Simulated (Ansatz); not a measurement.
# Polymorphs of Si6Ru

Method: DFT PBE, scalar-relativistic, plane waves, PAW (Ansatz). Settings: cutoff 420 eV, Γ-centred meshes spaced at most about 0.3 Å⁻¹, and about 0.25 Å⁻¹ or finer for metals (2π included), Gaussian smearing. No spin polarisation.

Formation energies are uncorrected and refer to the elements' standard structures at the same level.

All energies are static (0 K, no zero-point motion). Larger cells and other orderings weren't all tried, so the list isn't exhaustive. For metals, differences of a few meV/atom aren't resolved.

Invented guesses were relaxed alike, and ends that match in structure were merged. ΔE counts from the first row. Coordination counts Si atoms around Ru (those within 1.25 times the shortest such distance or 1.15 times the sum of covalent radii, 1.27 where that leaves under three; a plus sign parts nearer from farther groups). The ends were matched against large subsets of the Crystallography Open Database and the Materials Project, so a missing match doesn't prove that a structure is unreported.

```
#                                        reached from  type and space group  atoms  Å³/atom  coordination  ΔE (meV/atom)  gap on mesh (eV)  in databases
1  a relaxed cell, shaken at random and relaxed again         Pmm2 (No. 25)     14     16.5          Ru 8              0              0.00      no match
2                                         random cell         Cmmm (No. 65)      7     17.4          Ru 8             29              0.00      no match
3                                         random cell      P4/mmm (No. 123)      7     16.0          Ru 8             93              0.00      no match
4                                         random cell         Fmm2 (No. 42)      7     14.9        Ru 6+4            146              0.00      no match
5                 a cell proposed by chemical analogy       P-3m1 (No. 164)      7     19.4          Ru 6            163              0.00      no match
6                                         random cell       P-62m (No. 189)      7     15.8          Ru 6            163              0.00      no match
```

The lowest: Space group Pmm2 (No. 25), orthorhombic, a = 7.278 Å, b = 7.452 Å, c = 4.254 Å. Si on a site of symmetry mm2 has 4 Si at 2.35–2.42 Å; Si on a second site of symmetry mm2 has 4 Si at 2.31–2.35 Å; Si on a site of symmetry m has 4 Si at 2.35–2.42 Å; around Si on a second site of symmetry m lie 3 Si at 2.42–2.47 Å, 2 Ru at 2.49 Å, 1 Si at 2.79 Å and 2 Si at 3.10 Å; Ru is surrounded by 8 Si at 2.41–2.63 Å; 2 more sites not described. Its energy over the elements is −0.01 eV/atom. The formation energy is too near zero to say whether this cell lies below the elements. An observed structure of this formula, if there is one, may be missing.

Space group Pmm2 (No. 25). a = 7.278 Å, b = 7.452 Å, c = 4.254 Å, α = 90.00°, β = 90.00°, γ = 90.00°
| atom | site | symmetry | x | y | z |
| --- | --- | --- | --- | --- | --- |
| Si | 1a | mm2 | 0.0000 | 0.0000 | 0.9147 |
| Si | 1c | mm2 | 0.5000 | 0.0000 | 0.8694 |
| Si | 2e | .m. | 0.7604 | 0.0000 | 0.5444 |
| Si | 2g | m.. | 0.0000 | 0.6871 | 0.0688 |
| Si | 2h | m.. | 0.5000 | 0.7212 | 0.1084 |
| Si | 4i | 1 | 0.7560 | 0.6782 | 0.4727 |
| Ru | 2f | .m. | 0.7258 | 0.5000 | 0.9415 |

The second: Space group Cmmm (No. 65), orthorhombic, a = 4.236 Å, b = 10.295 Å, c = 5.571 Å. Si on a site of symmetry m has 4 Si at 2.42–2.54 Å, 1 Ru at 2.45 Å and 2 Si at 2.71 Å; around Si on a site of symmetry m2m lie 2 Ru at 2.47 Å, 3 Si at 2.54 Å and 4 Si at 2.71 Å; Ru has 8 Si at 2.45–2.47 Å. Counting Si atoms around Ru, the first and the second both have Ru 8. The first holds Si–Si nets (shortest 2.31 Å); the second holds Si–Si bonds in all directions (shortest 2.42 Å). Cells relaxed within their symmetry can be saddle points.

```cif
data_structure
_symmetry_space_group_name_H-M 'Cmmm'
_symmetry_Int_Tables_number 65
_cell_length_a 4.2358
_cell_length_b 10.2952
_cell_length_c 5.5712
_cell_angle_alpha 90.000
_cell_angle_beta 90.000
_cell_angle_gamma 90.000
_cell_volume 242.95
loop_
_atom_site_label
_atom_site_type_symbol
_atom_site_symmetry_multiplicity
_atom_site_Wyckoff_symbol
_atom_site_fract_x
_atom_site_fract_y
_atom_site_fract_z
_atom_site_occupancy
Si1 Si 8 n 0.50000 0.31734 0.78302 1
Si2 Si 4 j 0.50000 0.12353 0.50000 1
Ru1 Ru 2 d 0.00000 0.00000 0.50000 1
```

Some candidate types were left out of the draw beforehand, so a known form may be missing.
